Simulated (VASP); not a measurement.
# Rb in VASP: notebook, part 2 of 2

VASP 6.6.1. The steps go on from the part before.

## 4. Single point, r2SCAN

INCAR

```
SYSTEM = Rb
PREC = Accurate
ENCUT = 250
EDIFF = 1E-6
ISMEAR = 1
SIGMA = 0.2
LREAL = .FALSE.
LASPH = .TRUE.
NELM = 100
ALGO = Normal
ISIF = 2
LWAVE = .FALSE.
LCHARG = .FALSE.
METAGGA = R2SCAN
LMIXTAU = .TRUE.
ADDGRID = .FALSE.
```

KPOINTS

```
regular mesh
0
G
  5 5 5
  0 0 0
```

POSCAR

```
Rb
1.0
    0.0790870000      3.6559800000      3.6130310000
    3.6559400000      0.0406780000      3.6514400000
    3.6810400000      3.7194890000      0.0155780000
Rb
1
Direct
   -0.0191540000      0.0033960000      0.0084760000
```

Potentials or basis: VASP PAW PBE potentials, release 64 (Rb_sv).

Run with:

```bash
> cat potpaw_PBE.64/Rb_sv/POTCAR > POTCAR
> mpirun -np 1 vasp_std > vasp.out
```

OUTCAR:

```text
SYSTEM = Rb
   PREC = Accurate
   ENCUT = 250
   EDIFF = 1E-6
   ISMEAR = 1
   LREAL = .FALSE.
   LASPH = .TRUE.
   NELM = 100
   ISIF = 2
   METAGGA = R2SCAN

 Found     63 irreducible k-points:

 Following reciprocal coordinates:
            Coordinates               Weight
  0.000000  0.000000  0.000000      1.000000
  0.200000 -0.000000  0.000000      2.000000
  0.400000  0.000000  0.000000      2.000000
  0.000000  0.200000  0.000000      2.000000
  0.200000  0.200000  0.000000      2.000000
  0.400000  0.200000  0.000000      2.000000
   k-points           NKPTS =     63   k-points in BZ     NKDIM =     63   number of bands    NBANDS=      8
   number of dos      NEDOS =    301   number of ions     NIONS =      1
   total plane-waves  NPLWV =  21952
   dimension x,y,z NGX =    28 NGY =   28 NGZ =   28
   dimension x,y,z NGXF=    56 NGYF=   56 NGZF=   56
   ions per type =               1
   NGX,Y,Z   is equivalent  to a cutoff of   9.06,  9.01,  8.90 a.u.
   NGXF,Y,Z  is equivalent  to a cutoff of  18.11, 18.02, 17.79 a.u.
 SYSTEM =  Rb
   PREC   = accura    normal or accurate (medium, high low for compatibility)
   ISTART =      0    job   : 0-new  1-cont  2-samecut
   ICHARG =      2    charge: 1-file 2-atom 10-const
   ISPIN  =      1    spin polarized calculation?
   LNONCOLLINEAR =      F non collinear calculations
   LSORBIT =      F    spin-orbit coupling
   LASPH  =      T    aspherical Exc in radial PAW
   ENCUT  =  250.0 eV  18.37 Ry    4.29 a.u.   6.63  6.66  6.75*2*pi/ulx,y,z
   NELM   =    100;   NELMIN=  2; NELMDL= -5     # of ELM steps
   EDIFF  = 0.1E-05   stopping-criterion for ELM
   LREAL  =      F    real-space projection
   EDIFFG = 0.1E-04   stopping-criterion for IOM
   NSW    =      0    number of steps for IOM
   IBRION =     -1    ionic relax: 0-MD 1-quasi-New 2-CG
   NFREE  =      0    steps in history (QN), initial steepest desc. (CG)
   ISIF   =      2    stress and relaxation
   ISYM   =      2    0-nonsym 1-usesym 2-fastsym
   POTIM  = 0.5000    time-step for ionic-motion
   TEBEG  =    0.0;   TEEND  =   0.0 temperature during run
   PSTRESS=    0.0 pullay stress
   NELECT =       9.0000    total number of electrons
   NUPDOWN=      -1.0000    fix difference up-down
   EMIN   =  10.00;   EMAX   =-10.00  energy-range for DOS
   EFERMI =   0.00;   METHOD = LEGACY
   ISMEAR =     1;   SIGMA  =   0.20  broadening in eV -4-tet -1-fermi 0-gaus
   EFERMI_NEDOS =   21; number of points for ismear=-14 and -15
   IALGO  =     38    algorithm
   IMIX   =      4    mixing-type and parameters
     AMIX     =   0.40;   BMIX     =  1.00
     AMIX_MAG =   1.60;   BMIX_MAG =  1.00
  volume/ion in A,a.u.               =      96.45       650.86
  Fermi-wavevector in a.u.,A,eV,Ry     =   0.742548  1.403213  7.501953  0.551378
  Thomas-Fermi vector in A             =   1.837453
   LORBIT       =      0    0 simple, 1 ext, 2 COOP (PROOUT), +10 PAW based schemes
   METAGGA = R2SCAN    functional components
   LHFCALC =     F    Hartree Fock is set to
   AEXX    =    0.0000 exact exchange contribution
   IVDW    =     0    specifies the selected vdW correction
   LEPSILON=     F    determine dielectric tensor
   LRPA    =     F    only Hartree local field effects (RPA)
 non-spin polarized calculation
 Methfessel and Paxton  Order N= 1 SIGMA  =   0.20
  energy-cutoff  :      250.00
  volume of cell :       96.45
 maximum number of plane-waves:       883
   NGX = 13   NGY = 13   NGZ = 13

 number of electron       9.0000000 magnetization

 Free energy of the ion-electron system (eV)
  ---------------------------------------------------
  ext. energy  EPLUGINS =         0.00000000
  ---------------------------------------------------
  free energy    TOTEN  =       -13.94661389 eV

  energy without entropy =      -13.94949733  energy(sigma->0) =      -13.94757504

 E-fermi :   0.0623     XC(G=0):  -5.5949

 val. band max:        0.0238371313   @ k =   0.4000   0.4000   0.0000
 cond. band min:       0.3001546587   @ k =  -0.4000  -0.4000   0.4000
 fundamental gap:      0.2763175274
 Fermi energy:         0.0622888693

 k-point     1 :       0.0000    0.0000    0.0000
  band No.  band energies     occupation
      1     -30.1612      2.00000
      2     -13.6581      2.00000
      3     -13.6579      2.00000
      4     -13.6578      2.00000
      5      -2.0909      2.00000
      6       3.7844     -0.00000
      7       3.8881     -0.00000
      8       4.0381     -0.00000

 k-point     2 :       0.2000   -0.0000    0.0000
  band No.  band energies     occupation
      1     -30.1599      2.00000
      2     -13.6878      2.00000
      3     -13.6626      2.00000
      4     -13.6620      2.00000
      5      -1.6322      2.00000
      6       2.9188     -0.00000
      7       3.8885     -0.00000
      8       4.0110     -0.00000

 k-point     3 :       0.4000    0.0000    0.0000
  band No.  band energies     occupation
      1     -30.1578      2.00000
      2     -13.7352      2.00000
      3     -13.6699      2.00000
      4     -13.6683      2.00000
      5      -0.4015      2.00501
      6       1.2700     -0.00000
      7       3.5994     -0.00000
      8       3.7252     -0.00000

 k-point     4 :       0.0000    0.2000    0.0000
  band No.  band energies     occupation
      1     -30.1600      2.00000
      2     -13.6864      2.00000
      3     -13.6619      2.00000
      4     -13.6615      2.00000
      5      -1.6452      2.00000
      6       2.8354     -0.00000
      7       3.8614     -0.00000
      8       4.1132      0.00000

 k-point     5 :       0.2000    0.2000    0.0000
  band No.  band energies     occupation
      1     -30.1596      2.00000
      2     -13.6852      2.00000
      3     -13.6688      2.00000
      4     -13.6674      2.00000
      5      -1.4986      2.00000
      6       2.9055     -0.00000
      7       3.8211     -0.00000
      8       3.8796     -0.00000

 k-point     6 :       0.4000    0.2000    0.0000
  band No.  band energies     occupation
      1     -30.1578      2.00000
      2     -13.7201      2.00000
      3     -13.6777      2.00000
      4     -13.6764      2.00000
      5      -0.5327      2.00021
      6       1.9393     -0.00000
      7       2.8532     -0.00000
      8       3.8530     -0.00000

 [... further k-points ...]

------------------------ aborting loop because EDIFF is reached ----------------------------------------

  FORCE on cell =-STRESS in cart. coord.  units (eV):
  Direction    XX          YY          ZZ          XY          YZ          ZX
  --------------------------------------------------------------------------------------
  -------------------------------------------------------------------------------------
  Total       -0.0810273     -0.0862137     -0.0820316     -0.0598936      0.0125610     -0.0315140
  in kB       -1.3460128     -1.4321677     -1.3626957     -0.9949436      0.2086612     -0.5235063
  external PRESSURE =      -1.3802921 kB  Pullay stress =       0.0000000 kB

 VOLUME and BASIS-vectors are now :
 -----------------------------------------------------------------------------
  energy-cutoff  :      250.00
  volume of cell :       96.45
      direct lattice vectors                 reciprocal lattice vectors
     0.079087000  3.655980000  3.613031000    -0.140810279  0.138770703  0.139437870
     3.655940000  0.040678000  3.651440000     0.138745112 -0.137882505  0.136484505
     3.681040000  3.719489000  0.015578000     0.136888613  0.133960839 -0.138549672

 POSITION                                       TOTAL-FORCE (eV/Angst)
 -----------------------------------------------------------------------------------
      0.12119      3.61762      3.55636         0.000000      0.000000      0.000000
 -----------------------------------------------------------------------------------
    total drift:                               -0.000001     -0.000000     -0.000001

  FREE ENERGIE OF THE ION-ELECTRON SYSTEM (eV)
  ---------------------------------------------------
  free  energy   TOTEN  =       -13.9466138896 eV

  energy  without entropy=      -13.9494973274  energy(sigma->0) =      -13.94757504
```

OSZICAR:

```text
N       E                     dE             d eps       ncg     rms          rms(c)
DAV:   1     0.173910247201E+02    0.17391E+02   -0.24770E+03  1008   0.483E+02
DAV:   2    -0.153192715117E+02   -0.32710E+02   -0.32421E+02  1072   0.122E+02
DAV:   3    -0.170129062367E+02   -0.16936E+01   -0.16931E+01  1584   0.303E+01
[... 34 lines left out ...]
DAV:  38    -0.139466296163E+02   -0.16466E-04   -0.52273E-06  1024   0.211E-02    0.354E-03
DAV:  39    -0.139466137469E+02    0.15869E-04   -0.15684E-05  1008   0.418E-02    0.272E-03
DAV:  40    -0.139466179791E+02   -0.42321E-05   -0.48964E-06  1008   0.182E-02    0.353E-03
DAV:  41    -0.139466124333E+02    0.55457E-05   -0.14782E-06  1008   0.125E-02    0.468E-03
DAV:  42    -0.139466137077E+02   -0.12744E-05   -0.18438E-07  1104   0.321E-03    0.488E-03
DAV:  43    -0.139466138896E+02   -0.18187E-06   -0.12095E-07   656   0.347E-03
   1 F= -.13946614E+02 E0= -.13947575E+02  d E =0.288344E-02
```

stdout:

```text
POSCAR found type information on POSCAR Rb
 POSCAR found :  1 types and       1 ions
 scaLAPACK will be used
 -----------------------------------------------------------------------------
|                                                                             |
|                                                                             |
|     You enforced a specific xc type in the INCAR file but a different       |
|     I HOPE YOU KNOW WHAT YOU ARE DOING!                                     |
|                                                                             |
 -----------------------------------------------------------------------------

 LDA part: xc-table for (None), standard interpolation
 POSCAR, INCAR and KPOINTS ok, starting setup
 FFT: planning ... GRIDC
 FFT: planning ... GRID_SOFT
 FFT: planning ... GRID
 WAVECAR not read
 entering main loop
```

Run time: 99 s. Hardware: 1 thread of Intel Xeon 6975P-C (Granite Rapids), shared host; peak memory 0.16 GiB.

These settings aren't checked as converged: the numbers below hold their error.

Results:

- Free energy: -13.9466 eV
- Band gap on the k mesh: none (metal or under the smearing width)

Caveat: the cutoff is under 1.25 times the usual one of these potentials, so pressure, stress and relaxed cells hold a basis-set (Pulay) error; the PAW data sets were made with another functional, which shifts forces and pressure a little.
